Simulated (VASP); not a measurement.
# Ni3Al: changing the starting magnetic order

The structure is cubic, space group Pm-3m (No. 221). The conventional cell has a = 3.523 Å, b = 3.523 Å, c = 3.523 Å, α = 90.00°, β = 90.00°, γ = 90.00°. Around Ni (site symmetry 4/mmm) lie 8 Ni at 2.49 Å and 4 Al at 2.49 Å. Al (site symmetry m-3m) is surrounded by 12 Ni at 2.49 Å.

The cell is a database's computed one, not the measured one.

Kept alike: task single point; functional PBEsol; k mesh 6 × 6 × 6; occupations fermi-dirac, width 0.05 eV. Program: VASP, PBE PAW files Al, Ni, 520 eV. The mesh is that of the run's cell of 4 atoms. No spin-orbit coupling.

| starting magnetic order | moment of the cell (μB) | free energy over the lowest row (meV/atom) |
| --- | --- | --- |
| antiferromagnetic | 0.66 | 0.08 |
| antiferromagnetic non-collinear | 0.66 | 0.00 |
| antiferromagnetic start, larger moments | 0.66 | 0.08 |
| ferrimagnetic | 0.66 | 0.08 |
| ferromagnetic | 0.66 | 0.08 |
| ferromagnetic start, larger moments | 0.66 | 0.08 |
| non-magnetic | 0.00 | 2.20 |
| random collinear | 0.00 | 2.20 |
| random non-collinear | 0.66 | 0.00 |

For a metal such a mesh leaves the last digits unconverged. The runs hold the magnetic state that their start led to, which needn't be the lowest. The row without spin has no moments by construction. All rows use potentials made for PBE.

Task: What does the starting magnetic order change here?

Result: The moment of the cell runs from 0.00 (non-magnetic; random collinear) to 0.66 μB (antiferromagnetic; antiferromagnetic non-collinear; antiferromagnetic start, larger moments; ferrimagnetic; ferromagnetic; ferromagnetic start, larger moments; random non-collinear). The free energy is lowest at antiferromagnetic non-collinear; random non-collinear, and 2.20 meV an atom higher at non-magnetic; random collinear. Starts that end at the energy of the run without spin have lost their order: random collinear. Starts that end at one energy have found one state: antiferromagnetic; antiferromagnetic start, larger moments; ferrimagnetic; ferromagnetic; ferromagnetic start, larger moments | antiferromagnetic non-collinear; random non-collinear | non-magnetic; random collinear.
